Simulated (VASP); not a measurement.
A run of VASP 6.6.1:

The input INCAR:

```
PREC = Accurate
ENCUT = 450
EDIFF = 1E-6
ISMEAR = 0
SIGMA = 0.05
LREAL = False
LASPH = True
NELM = 150
ALGO = Normal
ISIF = 2
LWAVE = False
LCHARG = False
ISPIN = 2
MAGMOM = 4 4 0 0
LORBIT = 11
LMAXMIX = 4
LDAU = True
LDAUTYPE = 2
LDAUL = 2 -1
LDAUU = 6 0
LDAUJ = 0 0
LDAUPRINT = 1
GGA = PS
NBANDS = 26
```

KPOINTS

```
Automatic mesh
0
Gamma
  9 9 7
```

Contents of POSCAR:

```
FeO
1.0
    1.5176821100      0.8762341800      2.5157945800
   -1.5176821100     -0.8762341700      5.0315891600
    0.0000000000     -3.5049367000      5.0315891600
Fe O
2 2
Direct
    0.0000000000      0.0000000000      0.0000000000
    0.0000000000      0.0000000000      0.5000000000
    0.5000000000      0.5000000000      0.0000000000
    0.5000000000      0.5000000000      0.5000000000
```

Potentials or basis: VASP PAW PBE potentials, release 64 (Fe, O).

Command:

```sh
$ cat potpaw_PBE.64/Fe/POTCAR potpaw_PBE.64/O/POTCAR > POTCAR
$ mpirun -np 1 vasp_std > vasp.out
```

Hardware: 1 thread of Intel(R) Xeon(R) Platinum 8488C (Sapphire Rapids) (shared host).

Estimate the wall time of this run.

It took 18 min on 1 thread of Intel(R) Xeon(R) Platinum 8488C (Sapphire Rapids), with other jobs on the host, peak memory 0.47 GiB. Counts: scf iterations 21, k points 272.
